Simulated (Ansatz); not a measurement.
**CdS (Hawleyite) in Ansatz: convergence with smearing width**

Input of the first run (smearing width 0.3 eV); the others differ in this setting and in those tied to it:

Contents of input.yaml:

```yaml
crystal:
  lattice:
    - [0.0, 2.9165, 2.9165]
    - [2.9165, 0.0, 2.9165]
    - [2.9165, 2.9165, 0.0]
  atoms:
    - { symbol: Cd, position: [0.002012, -0.033706, 0.011788] }
    - { symbol: S, position: [0.704922, 0.757939, 0.765723] }
kpoints:
  mp_grid: { grid: [5, 5, 5] }
scf:
  occupations: { method: fermi_dirac, width: 0.3 }
hamiltonian:
  xc: pbe
  pseudopotentials: { kind: all_electron, lapw: { basis_error: 0.001 } }
output:
  forces: true
  stress: true
  eigenvalues: true
```

Potentials or basis: all-electron LAPW, scalar-relativistic.

Run with:

```console
$ ansatz run input.yaml --threads 1 --pin off --max-ram 3072MiB --backend cpu --events-out ev --progress --plain --runs-dir out
```

The cell isn't the ideal one: atoms moved at random, drawn with an rms of 0.15 Å.

Hardware: 1 thread of Arm Neoverse V1, with other jobs on the host.

Problem. The values tried are 0.3 eV, 0.2 eV, 0.15 eV, 0.1 eV, 0.05 eV, 0.025 eV, 0.01 eV, loosest first. From which on does the energy stay within 1 meV/atom of the tightest run that finished?

Solution. From 0.2 eV on.

```
smearing width  energy less the tightest run, at zero smearing (meV/atom)  pressure (GPa)  SCF cycles  CPU time (s)  peak memory (GiB)
        0.3 eV                                                       2.33            3.87           7            30               0.34
        0.2 eV                                                       0.64            3.82           7            26               0.33
       0.15 eV                                                       0.21            3.80           7            24               0.33
        0.1 eV                                                       0.03            3.80           7            25               0.33
       0.05 eV                                                       0.00            3.80           7            25               0.33
      0.025 eV                                                       0.00            3.80           7            25               0.33
       0.01 eV                                                       0.00            3.80           7            24               0.33
```

Against the tightest run, the pressure stays within 0.1 GPa from 0.3 eV on. The tightest run that finished is the yardstick and may itself not be fully converged.
